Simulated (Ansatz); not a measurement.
Relax this structure to zero stress and force, keeping its symmetry:

```xyz
3
Lattice="4.0664 0.0000 0.0000 -2.0332 3.5216 0.0000 0.0000 0.0000 5.1281" Properties=species:S:1:pos:R:3 pbc="T T T"
Se    1.0062    0.0000    0.8547
Se   -0.5031    0.8714    4.2734
Se    1.5301    2.6502    2.5641
```

All numbers below come from DFT PBE, scalar-relativistic, plane waves, PAW (Ansatz 0.2.0).

Cutoff 420 eV; k points 12×12×8 on the computed 3-atom cell (Γ-centred); Gaussian smearing, width 0.02 eV; no spin polarisation.

Q: What does it relax to?

A: The volume increases by 5.37 Å³/atom to 29.85 Å³/atom, and the energy falls by 29.5 meV/atom. Final structure:
```xyz
3
Lattice="4.5279 0.0000 0.0000 -2.2639 3.9213 0.0000 0.0000 0.0000 5.0430" Properties=species:S:1:pos:R:3 pbc="T T T"
Se    0.9893    0.0000    0.8405
Se   -0.4946    0.8567    4.2025
Se    1.7693    3.0645    2.5215
```

Course of the relaxation (steps run on the plane waves of an earlier cell, and the basis is chosen afresh near the end, so energy and pressure can step there; trial steps that raised the energy were taken back; energies are free energies):

```
step E − E_final (meV/atom) largest force component (eV/Å) P (GPa) V (Å³/atom)
   1                    29.5                           0.005     2.50        24.48
   2                    12.3                           0.150    -1.11        27.73
   3                     5.8                           0.124    -0.53        27.76
   4                     1.5                           0.081     0.56        28.54
   5                     0.9                           0.005     0.21        28.85
   6                     1.9                           0.043    -0.10        29.08
   7                     0.7                           0.002     0.03        29.31
   8                     0.6                           0.001     0.00        29.46
   9                     0.1                           0.000     0.04        29.46
  10                     0.0                           0.001     0.02        29.73
  11                     0.0                           0.001     0.00        29.85
  12                     0.0                           0.001     0.00        29.85
```